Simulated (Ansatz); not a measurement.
Crystal: Au.

```
CELL_PARAMETERS angstrom
0.00000 2.03500 2.03500
2.03500 0.00000 2.03500
2.03500 2.03500 0.00000
ATOMIC_POSITIONS crystal
Au 0.00000 0.00000 0.00000
```

Base run:

```yaml
Program: Ansatz 0.2.0
Functional: PBE
Potentials_or_basis: Ansatz PAW
Cutoff: "420 eV (not typed: the program's choice for these potentials)"
k_mesh: 8 × 8 × 8
Occupations: fermi-dirac, width 0.05 eV
Spin: spin-orbit coupling, no magnetisation
```

Its results: band gap on the k mesh none (metal or under the smearing width); pressure 10.4 GPa.

Question: The run is repeated on the same cell with these changes: functional from PBE to PBEsol. What comes out?

Answer: Band gap on the k mesh none (metal or under the smearing width); pressure 1.4 GPa.

PBEsol binds more tightly than PBE, so the same cell stands under less pressure.

Caveats: the PAW data sets come from PBE, with cores solved anew for the run's functional, which leaves a small shift of forces and pressure (some runs).
